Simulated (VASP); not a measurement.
# Al in VASP: further runs

Runs on Al. Level: r2SCAN+D3(BJ). Tasks: single point.

All numbers are computed with VASP 6.6.1; they aren't measurements. Logs are shortened: lines on timing, memory, paths and dates and some standing lists are left out, and cuts for length are marked.

### 1 The structure

The cell holds a slab with vacuum, 27 atoms: a = 8.591 Å, b = 8.591 Å, c = 16.677 Å, α = 90.00°, β = 90.00°, γ = 60.00°.

The cell was built by a generator and needn't be a form met in nature.

### 2 Single point, r2SCAN+D3(BJ)

The input, POSCAR:

```
Al
1.0
    8.5913471416     -0.0000002887      0.0000000000
    4.2956738208      7.4403247330      0.0000000000
    0.0000000000      0.0000000000     16.6765370000
Al
27
Direct
    0.1111111111      0.1111111111      0.0599645167
    0.4444444444      0.1111111111      0.0599645167
    0.7777777778      0.1111111111      0.0599645167
    0.1111111111      0.4444444444      0.0599645167
    0.4444444444      0.4444444444      0.0599645167
    0.7777777778      0.4444444444      0.0599645167
    0.1111111111      0.7777777778      0.0599645167
    0.4444444444      0.7777777778      0.0599645167
    0.7777777778      0.7777777778      0.0599645167
   -0.1111111111      0.2222222222      0.1969457258
    0.2222222222      0.2222222222      0.1969457258
    0.5555555556      0.2222222222      0.1969457258
   -0.1111111111      0.5555555556      0.1969457258
    0.2222222222      0.5555555556      0.1969457258
    0.5555555556      0.5555555556      0.1969457258
   -0.1111111111      0.8888888889      0.1969457258
    0.2222222222      0.8888888889      0.1969457258
    0.5555555556      0.8888888889      0.1969457258
    0.0000000000      0.0000000000      0.3337523485
    0.3333333333      0.0000000000      0.3337523485
    0.6666666667      0.0000000000      0.3337523485
    0.0000000000      0.3333333333      0.3337523485
    0.3333333333      0.3333333333      0.3337523485
    0.6666666667      0.3333333333      0.3337523485
    0.0000000000      0.6666666667      0.3337523485
    0.3333333333      0.6666666667      0.3337523485
    0.6666666667      0.6666666667      0.3337523485
```

The input, INCAR.step1:

```
SYSTEM = Al
PREC     = Accurate       ! precision mode
ENCUT    = 520            ! plane-wave cutoff, eV
ISMEAR   = -1             ! smearing method
SIGMA    = 0.15           ! smearing width, eV
LREAL    = Auto         
LASPH    = .TRUE.         ! aspherical terms in the spheres
NELM     = 100            ! most SCF steps
NBANDS   = 60             ! bands
GGA      = PE             ! functional
ALGO     = Normal         ! electronic algorithm
EDIFF    = 1E-4           ! SCF threshold, eV
LWAVE    = .TRUE.         ! write WAVECAR
LCHARG   = .FALSE.        ! write CHGCAR
```

The input, INCAR.step2:

```
SYSTEM = Al
PREC     = Accurate       ! precision mode
ENCUT    = 520            ! plane-wave cutoff, eV
EDIFF    = 1E-6           ! SCF threshold, eV
ISMEAR   = -1             ! smearing method
SIGMA    = 0.15           ! smearing width, eV
LREAL    = Auto         
LASPH    = .TRUE.         ! aspherical terms in the spheres
NELM     = 100            ! most SCF steps
ALGO     = Normal         ! electronic algorithm
ISIF     = 2              ! what is computed and relaxed
LWAVE    = .FALSE.        ! write WAVECAR
LCHARG   = .TRUE.         ! write CHGCAR
METAGGA  = R2SCAN         ! meta-GGA
LMIXTAU  = .TRUE.       
IVDW     = 12             ! dispersion correction
VDW_S6   = 1.0          
VDW_S8   = 0.78981345   
VDW_A1   = 0.49484001   
VDW_A2   = 5.73083694   
LELF     = .TRUE.         ! ELF
LVHAR    = .TRUE.       
NBANDS   = 60             ! bands
ISTART   = 1
```

The input, KPOINTS:

```
regular mesh
0
G
  2 2 1
  0 0 0
```

Potentials or basis: VASP PAW PBE potentials, release 64 (Al).

Started as:

```
> cat potpaw_PBE.64/Al/POTCAR > POTCAR
> cp INCAR.step1 INCAR
> mpirun -np 1 vasp_std > vasp.out
> cp INCAR.step2 INCAR
> mpirun -np 1 vasp_std > vasp.out
```

OUTCAR:

```text
SYSTEM = Al
   PREC = Accurate
   ENCUT = 520
   EDIFF = 1E-6
   ISMEAR = -1
   LREAL = Auto
   LASPH = .TRUE.
   NELM = 100
   ISIF = 2
   METAGGA = R2SCAN
   IVDW = 12
   ISTART = 1
 IVDW          = 12

 ion  position               nearest neighbor table
   1  0.111  0.111  0.060-  11 2.82  17 2.82  10 2.82   4 2.86   7 2.86   2 2.86   3 2.86   8 2.86
                             6 2.86
   2  0.444  0.111  0.060-  18 2.82  11 2.82  12 2.82   5 2.86   8 2.86   1 2.86   4 2.86   9 2.86
                             3 2.86
   3  0.778  0.111  0.060-  10 2.82  16 2.82  12 2.82   6 2.86   9 2.86   1 2.86   7 2.86   5 2.86
                             2 2.86
   4  0.111  0.444  0.060-  11 2.82  13 2.82  14 2.82   1 2.86   5 2.86   6 2.86   2 2.86   9 2.86
                             7 2.86
   5  0.444  0.444  0.060-  12 2.82  14 2.82  15 2.82   2 2.86   4 2.86   7 2.86   3 2.86   8 2.86
                             6 2.86
   6  0.778  0.444  0.060-  10 2.82  15 2.82  13 2.82   3 2.86   4 2.86   1 2.86   9 2.86   5 2.86
                             8 2.86
   7  0.111  0.778  0.060-  17 2.82  14 2.82  16 2.82   1 2.86   8 2.86   9 2.86   3 2.86   5 2.86
                             4 2.86
   8  0.444  0.778  0.060-  15 2.82  17 2.82  18 2.82   2 2.86   7 2.86   1 2.86   5 2.86   9 2.86
                             6 2.86
   9  0.778  0.778  0.060-  16 2.82  13 2.82  18 2.82   3 2.86   7 2.86   2 2.86   4 2.86   6 2.86
                             8 2.86
  10  0.889  0.222  0.197-  22 2.82  19 2.82  24 2.82   3 2.82   6 2.82   1 2.82  16 2.86  12 2.86
                            11 2.86  17 2.86  15 2.86  13 2.86
  11  0.222  0.222  0.197-  23 2.82  20 2.82  22 2.82   1 2.82   4 2.82   2 2.82  17 2.86  10 2.86
                            18 2.86  13 2.86  14 2.86  12 2.86
[... 37 lines left out ...]
  Lattice vectors:

 A1 = (  -4.2956738208,  -7.4403247330,   0.0000000000)
 A2 = (   8.5913471416,  -0.0000002887,   0.0000000000)
 A3 = (   0.0000000000,   0.0000000000,  16.6765370000)

Analysis of symmetry for initial positions (statically):
=====================================================================
 Subroutine PRICEL returns following result:

  LATTYP: Found a hexagonal cell.
 ALAT       =     2.8637823802
 C/A-ratio  =     5.8232556758

  Lattice vectors:

 A1 = (  -1.4318912735,  -2.4801082441,   0.0000000000)
 A2 = (   2.8637823802,  -0.0000000962,   0.0000000000)
 A3 = (   0.0000000000,   0.0000000000,  16.6765370000)

   9 primitive cells build up your supercell.

 Routine SETGRP: Setting up the symmetry group for a
 hexagonal supercell.

 Subroutine GETGRP returns: Found  6 space group operations
 (whereof  6 operations were pure point group operations)
 out of a pool of 24 trial point group operations.

The static configuration has the point symmetry C_3v.

Analysis of symmetry for dynamics (positions and initial velocities):
=====================================================================
 Subroutine PRICEL returns following result:

  LATTYP: Found a hexagonal cell.
 ALAT       =     2.8637823802
 C/A-ratio  =     5.8232556758

  Lattice vectors:

 A1 = (  -1.4318912735,  -2.4801082441,   0.0000000000)
 A2 = (   2.8637823802,  -0.0000000962,   0.0000000000)
 A3 = (   0.0000000000,   0.0000000000,  16.6765370000)

   9 primitive cells build up your supercell.

 Routine SETGRP: Setting up the symmetry group for a
 hexagonal supercell.

 Subroutine GETGRP returns: Found  6 space group operations
 (whereof  6 operations were pure point group operations)
 out of a pool of 24 trial point group operations.

The dynamic configuration has the point symmetry C_3v.

 Subroutine INISYM returns: Found  6 space group operations
 (whereof  6 operations are pure point group operations),
 and found     9 'primitive' translations

----------------------------------------------------------------------------------------

                                     Primitive cell

  volume of cell :     118.4449

  direct lattice vectors                    reciprocal lattice vectors
    -1.431891273 -2.480108244  0.000000000    -0.000000014 -0.403208200  0.000000000
     2.863782380 -0.000000096  0.000000000     0.349188537 -0.201604112  0.000000000
     0.000000000  0.000000000 16.676537000     0.000000000  0.000000000  0.059964488

  length of vectors
     2.863782380  2.863782380 16.676537000     0.403208200  0.403208200  0.059964488

  position of ions in fractional coordinates (direct lattice)
     0.666666667  0.333333333  0.059964517
     0.333333333  0.666666667  0.196945726
     0.000000000  0.000000000  0.333752348

  ion indices of the primitive-cell ions
   primitive index   ion index
                 1           1
                 2          11
                 3          19

----------------------------------------------------------------------------------------

 KPOINTS: regular mesh

Automatic generation of k-mesh.
 Grid dimensions read from file:
 generate k-points for:    2    2    1

 Generating k-lattice:

  Cartesian coordinates                     Fractional coordinates (reciprocal lattice)
     0.058198090 -0.033600685  0.000000000     0.500000000  0.000000000  0.000000000
     0.000000002  0.067201367  0.000000000     0.000000000  0.500000000  0.000000000
     0.000000000  0.000000000  0.059964488     0.000000000  0.000000000  1.000000000

  Length of vectors
     0.067201367  0.067201367  0.059964488

  Shift w.r.t. Gamma in fractional coordinates (k-lattice)
     0.000000000  0.000000000  0.000000000

 Subroutine IBZKPT returns following result:
 ===========================================

 Found      2 irreducible k-points:

 Following reciprocal coordinates:
            Coordinates               Weight
  0.000000  0.000000  0.000000      1.000000
  0.500000  0.000000  0.000000      3.000000
   k-points           NKPTS =      2   k-points in BZ     NKDIM =      2   number of bands    NBANDS=     60
   number of dos      NEDOS =    301   number of ions     NIONS =     27
   total plane-waves  NPLWV = 516096
   dimension x,y,z NGX =    64 NGY =   64 NGZ =  126
   dimension x,y,z NGXF=   128 NGYF=  128 NGZF=  252
   ions per type =              27
   NGX,Y,Z   is equivalent  to a cutoff of  12.38, 12.38, 12.56 a.u.
   NGXF,Y,Z  is equivalent  to a cutoff of  24.77, 24.77, 25.12 a.u.
 SYSTEM =  Al
   PREC   = accura    normal or accurate (medium, high low for compatibility)
   ISTART =      1    job   : 0-new  1-cont  2-samecut
   ICHARG =      0    charge: 1-file 2-atom 10-const
   ISPIN  =      1    spin polarized calculation?
   LNONCOLLINEAR =      F non collinear calculations
   LSORBIT =      F    spin-orbit coupling
   LASPH  =      T    aspherical Exc in radial PAW
   ENCUT  =  520.0 eV  38.22 Ry    6.18 a.u.  15.97 15.97 31.01*2*pi/ulx,y,z
   NELM   =    100;   NELMIN=  2; NELMDL=  0     # of ELM steps
   EDIFF  = 0.1E-05   stopping-criterion for ELM
   LREAL  =      T    real-space projection
   EDIFFG = 0.1E-04   stopping-criterion for IOM
   NSW    =      0    number of steps for IOM
   IBRION =     -1    ionic relax: 0-MD 1-quasi-New 2-CG
   NFREE  =      0    steps in history (QN), initial steepest desc. (CG)
   ISIF   =      2    stress and relaxation
   ISYM   =      2    0-nonsym 1-usesym 2-fastsym
   POTIM  = 0.5000    time-step for ionic-motion
   TEBEG  =    0.0;   TEEND  =   0.0 temperature during run
   PSTRESS=    0.0 pullay stress
   NELECT =      81.0000    total number of electrons
   NUPDOWN=      -1.0000    fix difference up-down
   EMIN   =  10.00;   EMAX   =-10.00  energy-range for DOS
   EFERMI =   0.00;   METHOD = LEGACY
   ISMEAR =    -1;   SIGMA  =   0.15  broadening in eV -4-tet -1-fermi 0-gaus
   EFERMI_NEDOS =   21; number of points for ismear=-14 and -15
   IALGO  =     38    algorithm
   IMIX   =      4    mixing-type and parameters
     AMIX     =   0.40;   BMIX     =  1.00
     AMIX_MAG =   1.60;   BMIX_MAG =  1.00
  volume/ion in A,a.u.               =      39.48       266.44
  Fermi-wavevector in a.u.,A,eV,Ry     =   0.693399  1.310335  6.541719  0.480803
  Thomas-Fermi vector in A             =   1.775602
   LORBIT       =      0    0 simple, 1 ext, 2 COOP (PROOUT), +10 PAW based schemes
   METAGGA = R2SCAN    functional components
   LHFCALC =     F    Hartree Fock is set to
   AEXX    =    0.0000 exact exchange contribution
   IVDW    =    12    specifies the selected vdW correction
   LEPSILON=     F    determine dielectric tensor
   LRPA    =     F    only Hartree local field effects (RPA)
 non-spin polarized calculation
  energy-cutoff  :      520.00
  volume of cell :     1066.00
 maximum number of plane-waves:     28672
 NGX is ok and might be reduce to    64
   NGX = 31   NGY = 31   NGZ = 63

 number of electron      81.0000000 magnetization

 Free energy of the ion-electron system (eV)
  ---------------------------------------------------
  ext. energy  EPLUGINS =         0.00000000
  ---------------------------------------------------
  free energy    TOTEN  =      -175.47856339 eV

  energy without entropy =     -174.29702560  energy(sigma->0) =     -174.88779450

 E-fermi :   0.8268     XC(G=0):  -5.4849

 val. band max:        0.7443094097   @ k =   0.5000   0.0000   0.0000
 cond. band min:       0.8702744257   @ k =   0.0000   0.0000   0.0000
 fundamental gap:      0.1259650160
 Fermi energy:         0.8268388764

 k-point     1 :       0.0000    0.0000    0.0000
  band No.  band energies     occupation
      1     -10.2624      2.00000
      2      -8.3468      2.00000
      3      -7.4559      2.00000
      4      -7.4559      2.00000
      5      -7.4559      2.00000
      6      -7.4559      2.00000
[... 44 lines left out ...]
     51       2.5719      0.00002
     52       2.5719      0.00002

 k-point     2 :       0.5000    0.0000    0.0000
  band No.  band energies     occupation
      1      -9.5555      2.00000
      2      -9.5555      2.00000
      3      -8.1522      2.00000
      4      -8.1522      2.00000
      5      -7.6456      2.00000
      6      -7.6456      2.00000
[... 44 lines left out ...]
     51       2.7553      0.00001
     52       2.7553      0.00001
 [bands above 52 left out]

------------------------ aborting loop because EDIFF is reached ----------------------------------------

 Edisp (eV)   -2.65034

 E8    (eV) :    -0.9911

  FORCE on cell =-STRESS in cart. coord.  units (eV):
  Direction    XX          YY          ZZ          XY          YZ          ZX
  --------------------------------------------------------------------------------------
  -------------------------------------------------------------------------------------
  Total     -20.83807   -20.83807     0.85587     0.00000    -0.00000     0.00000
  in kB     -31.31908   -31.31908     1.28635     0.00000    -0.00000     0.00000
  external pressure =      -20.45 kB  Pullay stress =        0.00 kB

 VOLUME and BASIS-vectors are now :
 -----------------------------------------------------------------------------
  energy-cutoff  :      520.00
  volume of cell :     1066.00
      direct lattice vectors                 reciprocal lattice vectors
     8.591347142 -0.000000289  0.000000000     0.116396179 -0.067201371  0.000000000
     4.295673821  7.440324733  0.000000000     0.000000005  0.134402733  0.000000000
     0.000000000  0.000000000 16.676537000     0.000000000  0.000000000  0.059964488

 POSITION                                       TOTAL-FORCE (eV/Angst)
 -----------------------------------------------------------------------------------
      1.43189      0.82670      1.00000        -0.000000      0.000000     -0.017972
      4.29567      0.82670      1.00000         0.000000      0.000000     -0.017972
      7.15946      0.82670      1.00000        -0.000000     -0.000000     -0.017972
      2.86378      3.30681      1.00000        -0.000000     -0.000000     -0.017972
      5.72756      3.30681      1.00000         0.000000      0.000000     -0.017972
      8.59135      3.30681      1.00000        -0.000000     -0.000000     -0.017972
[... 19 lines left out ...]
      5.72756      4.96022      5.56583         0.000000      0.000000      0.028247
      8.59135      4.96022      5.56583         0.000000      0.000000      0.028247
 -----------------------------------------------------------------------------------
    total drift:                                0.000005      0.000003      0.009844

  FREE ENERGIE OF THE ION-ELECTRON SYSTEM (eV)
  ---------------------------------------------------
  free  energy   TOTEN  =      -178.1289002604 eV

  energy  without entropy=     -176.9473624643  energy(sigma->0) =     -177.53813136
```

Run time: 11 min. Hardware: 1 thread of Intel Xeon 6975P-C (Granite Rapids), shared host; peak memory 1.1 GiB.

Results:

* Free energy: -178.1289 eV
* Largest force: 0.028 eV/Å
* Band gap on the k mesh: none (metal or under the smearing width)
* Dispersion energy per atom: -0.098 eV

Forces in eV/Å, atoms in the order of the input:
```
Al   0.000  0.000 -0.018
Al   0.000  0.000 -0.018
Al   0.000  0.000 -0.018
Al   0.000  0.000 -0.018
Al   0.000  0.000 -0.018
Al   0.000  0.000 -0.018
Al   0.000  0.000 -0.018
Al   0.000  0.000 -0.018
Al   0.000  0.000 -0.018
Al   0.000  0.000 -0.010
Al   0.000  0.000 -0.010
Al   0.000  0.000 -0.010
Al   0.000  0.000 -0.010
Al   0.000  0.000 -0.010
Al   0.000  0.000 -0.010
Al   0.000  0.000 -0.010
Al   0.000  0.000 -0.010
Al   0.000  0.000 -0.010
Al   0.000  0.000  0.028
Al   0.000  0.000  0.028
Al   0.000  0.000  0.028
Al   0.000  0.000  0.028
Al   0.000  0.000  0.028
Al   0.000  0.000  0.028
Al   0.000  0.000  0.028
Al   0.000  0.000  0.028
Al   0.000  0.000  0.028
```

Caveat: the k mesh is coarse (spacing up to 0.42 Å⁻¹), so the values aren't converged; the PAW data sets were made with another functional, which shifts forces and pressure a little.

[end of part 1 of 3]
